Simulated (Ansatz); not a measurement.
# SnS2 (Berndtite-2T): the cost of one run

Program: Ansatz 0.2.0. Level of theory: DFT PBE+D3(BJ), scalar-relativistic, plane waves, PAW. These are calculated values, not measurements.

That is the level of the relaxation; later steps name their own.

1 further run of the same task is left out (set aside as unsound or not needed).

**1. The structure to begin with**

Symmetry: P-3m1, No. 164, trigonal system. The conventional cell has a = 3.669 Å, b = 3.669 Å, c = 5.810 Å, α = 90.00°, β = 90.00°, γ = 120.00°. Around Sn (site symmetry -3m) lie 6 S at 2.58 Å. Around S (site symmetry 3m) lie 3 Sn at 2.58 Å.

Coordinates:

```xyz
3
Lattice="3.6686 0.0000 0.0000 -1.8343 3.1771 0.0000 0.0000 0.0000 5.8096" Properties=species:S:1:pos:R:3 pbc="T T T"
Sn    0.0000    0.0000    0.0000
S     0.0000    2.1181    1.4784
S     1.8343    1.0590    4.3313
```

This cell was relaxed beforehand with the same method: volume 22.57 Å³/atom, gap on the mesh 1.24 eV.

**2. Band edges over the whole zone**

input.yaml

```yaml
crystal:
  lattice:
    - [3.668626626, 0.0, 0.0]
    - [-1.834313313, 3.1771238551, 0.0]
    - [0.0, 0.0, 5.809631344]
  atoms:
    - { symbol: Sn, position: [0.0, 0.0, 0.0] }
    - { symbol: S, position: [0.3333333333, 0.6666666667, 0.2544694052] }
    - { symbol: S, position: [0.6666666667, 0.3333333333, 0.7455305948] }
basis:
  ecutwfc: 420
kpoints:
  mp_grid: { grid: [9, 9, 6] }
  band_path: { path: [VBM, CBM], npoints: 2 }
hamiltonian:
  xc: pbe
  dispersion: d3bj
scf:
  occupations: { method: gaussian, width: 0.02 }
output:
  forces: true
  stress: true
  eigenvalues: true
```

The run is started by

```sh
> ansatz run input.yaml --threads 2 --pin off --max-ram 5120MiB --backend cpu --events-out ev --progress --plain --runs-dir out
```

What time and memory should one allow on 2 threads of Arm Neoverse V1, shared host?

About 6.7 s, with a peak of 0.35 GiB.
